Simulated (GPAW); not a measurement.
# HgTe (Coloradoite) (F-43m) in GPAW: equation of state

Aim: energy against volume of HgTe (Coloradoite) in PBE, for its equilibrium volume and stiffness.

All numbers are computed with GPAW 26.7.0; they aren't measurements. Logs are shortened: lines on timing, memory, paths and dates and some standing lists are left out, and cuts for length are marked. The log counts tension as positive stress, the text compression.

### Step 1. The structure

It takes space group F-43m (No. 216, cubic). Conventional cell: a = 6.429 Å, b = 6.429 Å, c = 6.429 Å, α = 90.00°, β = 90.00°, γ = 90.00°. Hg (site symmetry -43m) has 4 Te at 2.78 Å as nearest neighbours. Te (site symmetry -43m) has 4 Hg at 2.78 Å as nearest neighbours.

### Step 2. Equation of state, PBE

Input file run.py:

```python
from ase import Atoms
from ase.eos import EquationOfState
from ase.io import Trajectory
from ase.units import GPa
from gpaw import GPAW, PW

atoms = Atoms(['Hg', 'Te'],
              cell=[[0.0, 3.2145, 3.2145],
                    [3.2145, 0.0, 3.2145],
                    [3.2145, 3.2145, 0.0]],
              scaled_positions=[[0.0, 0.0, 0.0],
                                [0.75, 0.75, 0.75]],
              pbc=True)

traj = Trajectory('eos.traj', 'w')
volumes, energies = [], []
for x in [0.94, 0.96, 0.98, 1.0, 1.02, 1.04, 1.06]:
    a = atoms.copy()
    a.set_cell(atoms.cell * x**(1 / 3), scale_atoms=True)
    calc = GPAW(mode=PW(600),
                xc='PBE',
                kpts={'size': (7, 7, 7), 'gamma': True},
                occupations={'name': 'fermi-dirac', 'width': 0.05},
                nbands=18,
                convergence={'density': 1e-05, 'energy': 1e-05},
                maxiter=150,
                txt=f'eos-{x:.2f}.txt')
    a.calc = calc
    energies.append(a.get_potential_energy(force_consistent=True))
    volumes.append(a.get_volume())
    p = -a.get_stress()[:3].mean() / GPa
    calc.write(f'eos-{x:.2f}.gpw')
    traj.write(a)
    print(f'{x:.2f} {volumes[-1]:10.4f} A^3 {energies[-1]:14.6f} eV {p:9.3f} GPa', flush=True)

v0, e0, B = EquationOfState(volumes, energies, eos='birchmurnaghan').fit()
print(f'V0 = {v0:.4f} A^3, E0 = {e0:.6f} eV, B0 = {B / GPa:.2f} GPa')
```

Potentials or basis: GPAW PAW data sets (gpaw-data 1.2.1), pw.

On the command line:

```console
OMP_NUM_THREADS=1 python run.py
```

What it wrote:

```text
__  _  _
 | _ |_)|_||  |
 |__||  | ||/\| - 26.7.0

Input parameters:
  mode=PW(ecut=600.0),
  convergence={'density': 1e-05, 'energy': 1e-05},
  kpts=MonkhorstPack(size=(7, 7, 7), gamma=True),
  maxiter=150,
  nbands=18,
  occupations=Occupations(name='fermi-dirac', width=0.05),
  xc=XC(name='PBE')

Diagonalizing LCAO Hamiltonian
Converting LCAO to pw mode

                      Te

       Hg

Atoms  # Å, Bohr magnetons
|   | symbol |        x |        y |        z |    initial magnetic moments |
|---|--------|----------|----------|----------|-----------------------------|
| 0 |     Hg | 0.000000 | 0.000000 | 0.000000 | ( 0.0000,  0.0000,  0.0000) |
| 1 |     Te | 4.756583 | 4.756583 | 4.756583 | ( 0.0000,  0.0000,  0.0000) |

Unit cell  # Å
| periodic |        x |        y |        z |  lengths |    angles |
|----------|----------|----------|----------|----------|-----------|
|      yes | 0.000000 | 3.171055 | 3.171055 | 4.484550 | 60.000000 |
|      yes | 3.171055 | 0.000000 | 3.171055 | 4.484550 | 60.000000 |
|      yes | 3.171055 | 3.171055 | 0.000000 | 4.484550 | 60.000000 |

Number of symmetries: 24
Symmetry operations  # r_c * U_cc + t_c -> r_c
|    | kind |            matrix            |
|----|------|------------------------------|
|  0 |  E   |  1, 0, 0,  0, 1, 0,  0, 0, 1 |
|  1 |  σ   |  1, 0, 0,  0, 0, 1,  0, 1, 0 |
|  2 |  σ   |  1, 0,-1,  0, 1,-1,  0, 0,-1 |
|  3 |  C3  |  1, 0,-1,  0, 0,-1,  0, 1,-1 |
|  4 |  C3  |  1,-1, 0,  0,-1, 1,  0,-1, 0 |
|  5 |  σ   |  1,-1, 0,  0,-1, 0,  0,-1, 1 |
|  6 |  σ   |  0, 1, 0,  1, 0, 0,  0, 0, 1 |
|  7 |  C3  |  0, 1, 0,  0, 0, 1,  1, 0, 0 |
|  8 |  C2  |  0, 1,-1,  1, 0,-1,  0, 0,-1 |
|  9 |  S4  |  0, 1,-1,  0, 0,-1,  1, 0,-1 |
| 10 |  C3  |  0, 0, 1,  1, 0, 0,  0, 1, 0 |
| 11 |  σ   |  0, 0, 1,  0, 1, 0,  1, 0, 0 |
| 12 |  S4  |  0, 0,-1,  1, 0,-1,  0, 1,-1 |
| 13 |  C3  |  0, 0,-1,  0, 1,-1,  1, 0,-1 |
| 14 |  S4  |  0,-1, 1,  1,-1, 0,  0,-1, 0 |
| 15 |  C2  |  0,-1, 1,  0,-1, 0,  1,-1, 0 |
| 16 |  C3  |  0,-1, 0,  1,-1, 0,  0,-1, 1 |
| 17 |  S4  |  0,-1, 0,  0,-1, 1,  1,-1, 0 |
| 18 |  S4  | -1, 1, 0, -1, 0, 1, -1, 0, 0 |
| 19 |  C3  | -1, 1, 0, -1, 0, 0, -1, 0, 1 |
| 20 |  C3  | -1, 0, 1, -1, 1, 0, -1, 0, 0 |
| 21 |  S4  | -1, 0, 1, -1, 0, 0, -1, 1, 0 |
| 22 |  σ   | -1, 0, 0, -1, 1, 0, -1, 0, 1 |
| 23 |  C2  | -1, 0, 0, -1, 0, 1, -1, 1, 0 |

BZ-sampling:
  Number of BZ points: 343
  Number of IBZ points: 20

  Monkhorst-Pack size: [7, 7, 7]
  Monkhorst-Pack shift: [0, 0, 0]

K-points  # in reciprocal-cell coordinates
|     |                                coordinates |     weight |
|-----|--------------------------------------------|------------|
|   0 | (  0.00000000,   0.00000000,   0.00000000) | 0.00291545 |
|   1 | (  0.14285714,   0.14285714,   0.00000000) | 0.01749271 |
|   2 | (  0.14285714,   0.14285714,   0.14285714) | 0.02332362 |
|   3 | (  0.28571429,   0.14285714,   0.14285714) | 0.03498542 |
|   4 | (  0.28571429,   0.28571429,   0.00000000) | 0.01749271 |
|   5 | (  0.28571429,   0.28571429,   0.14285714) | 0.06997085 |
|   6 | (  0.28571429,   0.28571429,   0.28571429) | 0.02332362 |
|   7 | (  0.42857143,  -0.28571429,  -0.28571429) | 0.03498542 |
|   8 | (  0.42857143,   0.28571429,  -0.42857143) | 0.13994169 |
|   9 | (  0.42857143,   0.28571429,  -0.28571429) | 0.06997085 |
| ... |                                            |            |
|  19 | (  0.42857143,   0.42857143,   0.42857143) | 0.02332362 |

Plane wave coefficients: 2144
Cutoff: 600.0 eV

Spin-components: 1 (collinear spins)
Bands:           18
Projectors:      11
Spin-degeneracy: 2
Datatype:        complex128

Parallelization:
  kpt:    1
  domain: 1
  band:   1

Density:
  Valence electrons: 24.0
  Components: 1
  Grid points: [27 27 27]
  Charge: 0.0  # |e|

Potential:
  Grid points: [27 27 27]

species:
  Hg:
    name:    Mercury
    Z:       80.0
    valence: 18
    core:    62
    charge:  0.0  # [|e|]
    compensation charges:
      type: gauss
      rc: 0.41  # [Å]
      lmax: 2
    cutoffs:
      filter: 2.17  # [Å]
      core: 2.06  # [Å]
    projectors
    | kind |    occ | energy [eV] | rcut [Å] |
    |------|--------|-------------|----------|
    |   6s |  2.000 |      -6.783 |    1.307 |
    |   5p |  6.000 |     -66.572 |    1.291 |
    |   6p |  0.000 |      -1.056 |    1.291 |
    |   5d | 10.000 |      -9.891 |    1.302 |
    |    s |        |      20.429 |    1.307 |
    |    d |        |      17.320 |    1.302 |

    Using partial waves for Hg as LCAO basis

  Te:
    name:    Tellurium
    Z:       52.0
    valence: 6
    core:    46
    charge:  0.0  # [|e|]
    compensation charges:
      type: gauss
      rc: 0.36  # [Å]
      lmax: 2
    cutoffs:
      filter: 2.09  # [Å]
      core: 3.17  # [Å]
    projectors
    | kind |    occ | energy [eV] | rcut [Å] |
    |------|--------|-------------|----------|
    |   5s |  2.000 |     -15.089 |    1.180 |
    |   5p |  4.000 |      -5.955 |    1.196 |
    |    s |        |      12.123 |    1.180 |
    |    p |        |      21.256 |    1.196 |
    |    d |        |       0.000 |    1.238 |

    Using partial waves for Te as LCAO basis

Reference energy: -717946.462161  # eV

eigensolver:
  PPCG
  Converge bands: occupied
  niter=2

density mixing:
  MSR1-Mixer
  Pratt-step length: 0.05
  Maximum mixing coefficient: 0.75
  Old densities: 10
  SVD Regularization: 0.005
  Good broyden scale: 1.0
  Trust region scale: 1.0
  Backstep threshold: 4.0
  History deletion threshold: 6.0
  Fourier metric: weight=20.0, sigma=0.015

occupation numbers:
  Fermi-Dirac:
    width: 0.0500  # eV

poisson solver:
  ecut: 4800.0  # eV

xc functional:
  name: PBE with 2 nearest neighbor stencil

convergence criteria:
- Maximum integral of absolute [dens]ity change: 1e-05 electrons / valence electron
- Maximum [total energy] change in last 3 cyles: 1e-05 eV / valence electron
- Maximum integral of absolute [eigenst]ate change: 4e-08 eV^2 / valence electron
maximum number of iterations: 150

SCF iterations
|iter     | |      energy | eigst |  dens |
|---------|-|-------------|-------|-------|
|iter:   1| |   -4.462022 | -0.05 |       |
|iter:   2| |   -4.421760 | -2.03 | -1.43 |
|iter:   3| |   -4.311408 | -1.96 | -1.48 |
|iter:   4| |   -4.323727 | -2.69 | -1.88 |
|iter:   5| |   -4.330924 | -2.99 | -2.20 |
|iter:   6| |   -4.331249 | -4.41 | -3.28 |
|iter:   7| |   -4.331299 | -5.03 | -3.69 |
|iter:   8| |   -4.331300c| -6.66 | -4.27 |
|iter:   9| |   -4.331300c| -7.18 | -4.96 |
|iter:  10| |   -4.331300c| -7.83c| -5.50c|

Converged in 10 steps
Energy contributions relative to reference atoms: (reference = -717946.462161)

Energy contributions:
  Kinetic:          37.095535
  Coulomb:         -30.961189
  Zero:             -2.012673
  External:          0.000000
  Xc:               -8.452648
  Entropy:          -0.000649
  Spinorbit:         0.000000
  ----------------------------
  Free energy:      -4.331624
  Extrapolated:     -4.331300

dipole moment: (-17.136971, -17.136971, -17.136971)  # |e|*Ang

Fermi level: 5.250
Eigenvalues  # (at kpt = [0.000, 0.000, 0.000])
| band index |      eig [eV] | occ [0-2] |
|------------|---------------|-----------|
|          0 |       -58.530 |     2.000 |
|        ... |               |           |
|          5 |        -2.598 |     2.000 |
|          6 |        -2.598 |     2.000 |
|          7 |        -2.021 |     2.000 |
|          8 |        -2.021 |     2.000 |
|          9 |         4.757 |     2.000 |
|         10 |         5.211 |     1.367 |
|         11 |         5.211 |     1.367 |
|         12 |         5.211 |     1.367 |
|         13 |         9.366 |     0.000 |
|         14 |         9.366 |     0.000 |
|         15 |         9.366 |     0.000 |
|         16 |        11.745 |     0.000 |
|         17 |        15.026 |     0.000 |

No gap
No difference between direct/indirect transitions

Stress tensor  # eV/Ang^3
|         x |         y |         z |
|-----------|-----------|-----------|
| -0.043936 |  0.000000 | -0.000000 |
|  0.000000 | -0.043936 |  0.000000 |
| -0.000000 |  0.000000 | -0.043936 |

# Writing to eos-0.96.gpw (mode='')
```

Wall time 1.8 min (1 thread of Arm Neoverse V2, shared host); peak memory 0.29 GiB.

What came out:

| Property | Result |
| --- | --- |
| Equilibrium volume | 36.76 Å³/atom (rough: see the caveat) |
| Bulk modulus | 35 GPa (rough) |

Energy against volume, from the lowest point:
```
volume (Å³/atom)  energy (meV/atom)
          31.223             117.49
          31.887              85.19
          32.551              58.75
          33.215              37.53
          33.880              20.98
          34.544               8.62
          35.208               0.00
```

Caveat: the minimum lies outside the volumes run. The run has no spin-orbit coupling, so splittings on Hg, Te are missing.
